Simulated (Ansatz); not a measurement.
A computed series for LaAlO3: pressure series

The parent structure is LaAlO3 (space group R-3c, No. 167; a = 5.412 Å, c = 13.193 Å (hexagonal axes)).

Cell and atoms are relaxed at each pressure.

All numbers come from plane-wave PAW DFT at the PBE level (Ansatz, a first-principles code, 420 eV), no SOC, earlier PAW set.

Candidates:
(a) pressure 9 GPa
(b) pressure −1 GPa
(c) pressure 60 GPa
(d) pressure 4.2 GPa

For the base:

* **Band gap**: 4.02 eV

Q: Order them by band gap, highest first.

A: (b) pressure −1 GPa (4.03 eV), (d) pressure 4.2 GPa (4.00 eV), (a) pressure 9 GPa (3.97 eV), (c) pressure 60 GPa (3.71 eV)

Load acts through the strain it causes; cell and atoms are relaxed under it. No phonon test of stability was made. No other phases were tried under pressure. Along this pressure series the structure jumps between pressure 30 GPa and pressure 45 GPa; cells beyond that are another form of it.
